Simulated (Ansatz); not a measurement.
# HfO2: the band gap up the ladder of functionals

One table from this session's results is given with a row withheld; the runs are named, their logs left out.

The runs shown are made with Ansatz 0.2.0. PAW datasets, plane waves. Calculated at 0 K for a non-magnetic cell.

## Starting point

The cell was relaxed beforehand with r2SCAN.

Space group P2_12_12 (No. 18), orthorhombic; conventional cell a = 5.007 Å, b = 5.251 Å, c = 4.959 Å, 10.86 Å³ an atom. Near Hf stand 6 O at 2.00–2.19 Å; near O stand 4 Hf at 2.15–2.19 Å; near O stand 4 Hf at 2.12–2.18 Å; near O stand 2 Hf at 2.00–2.09 Å.

Structure file:

```
Hf O
1.0
     5.00743    0.00000    0.00000
     0.00000    5.25061    0.00000
     0.00000    0.00000    4.95874
Hf O
4 8
Direct
  0.26568 0.28186 0.72815
  0.76568 0.21814 0.27185
  0.73432 0.71814 0.72815
  0.23432 0.78186 0.27185
  0.50000 0.50000 0.43403
  0.00000 0.00000 0.56597
  0.50000 0.00000 0.53255
  0.00000 0.50000 0.46745
  0.28256 0.64469 0.89869
  0.78256 0.85531 0.10131
  0.71744 0.35531 0.89869
  0.21744 0.14469 0.10131
```

The first run:

input.yaml reads:

```yaml
crystal:
  lattice:
    - [5.0074302567, 0.0, 0.0]
    - [0.0, 5.2506123598, 0.0]
    - [0.0, 0.0, 4.9587360814]
  atoms:
    - { symbol: Hf, position: [0.2656801745, 0.2818579085, 0.7281510648] }
    - { symbol: Hf, position: [0.7656801745, 0.2181420915, 0.2718489352] }
    - { symbol: Hf, position: [0.7343198255, 0.7181420915, 0.7281510648] }
    - { symbol: Hf, position: [0.2343198255, 0.7818579085, 0.2718489352] }
    - { symbol: O, position: [0.5, 0.5, 0.434032345] }
    - { symbol: O, position: [0.0, 0.0, 0.565967655] }
    - { symbol: O, position: [0.5, 0.0, 0.5325450257] }
    - { symbol: O, position: [0.0, 0.5, 0.4674549743] }
    - { symbol: O, position: [0.2825575826, 0.6446936402, 0.8986877557] }
    - { symbol: O, position: [0.7825575826, 0.8553063598, 0.1013122443] }
    - { symbol: O, position: [0.7174424174, 0.3553063598, 0.8986877557] }
    - { symbol: O, position: [0.2174424174, 0.1446936402, 0.1013122443] }
kpoints:
  mp_grid: { grid: [6, 6, 6] }
  band_path:
    path:
      - [[0.0, 0.0, 0.0], [0.5, 1.288505291599e-18, 3.662577946155e-34], [0.5, 0.5, -6.645300963944e-34], [-1.75675069464e-34, 0.5, -1.03078789101e-33], [0.0, 0.0, 0.0], [-1.209671294442e-50, -1.423128105696e-49, 0.5], [0.5, 1.288505291599e-18, 0.5], [0.5, 0.5, 0.5], [-1.412107892244e-34, 0.5, 0.5], [-1.209671294442e-50, -1.423128105696e-49, 0.5]]
      - [[0.5, 1.288505291599e-18, 3.662577946155e-34], [0.5, 1.288505291599e-18, 0.5]]
      - [[-1.75675069464e-34, 0.5, -1.03078789101e-33], [-1.412107892244e-34, 0.5, 0.5]]
      - [[0.5, 0.5, -6.645300963944e-34], [0.5, 0.5, 0.5]]
    npoints: 10
hamiltonian:
  xc: pbe
scf:
  occupations: { method: fermi_dirac, width: 0.02 }
  n_extra_bands: 7
output:
  forces: true
  stress: true
  eigenvalues: true
  write_density: true
  write_potential: true
  elf: true
  volumetric_format: npy
```

Among the steps run: PBE bands along the symmetry lines; Single point with r2SCAN; HSE06; Single point with PBE+SOC; PBE0 at the same geometry.

One table of the session follows, with a row left open; its other results are not shown here.

```
  level  gap (eV)
    PBE      4.16
 r2SCAN      4.73
  HSE06         ?
PBE+SOC      4.16
   PBE0      6.51
```

**Question.** Estimate the row for HSE06.

As computed: gap (eV): 5.77. In the column «gap (eV)» it lies between r2SCAN (4.73) and PBE0 (6.51).

Meshes: PBE 6×6×6, r2SCAN 6×6×6, HSE06 4×4×4, PBE+SOC 6×6×6, PBE0 4×4×4

In words: The gap runs from 4.16 eV (PBE+SOC) to 6.51 eV (PBE0). PBE reaches 72 % of the HSE06 value, and r2SCAN 82 %. PBE0 lies 0.75 eV above HSE06, which differs from it by screening the long-range exchange. The levels disagree on whether the gap is direct.

Limits of these values: Warnings in the runs' records: stress scf threshold loose, stress exchange threshold loose.
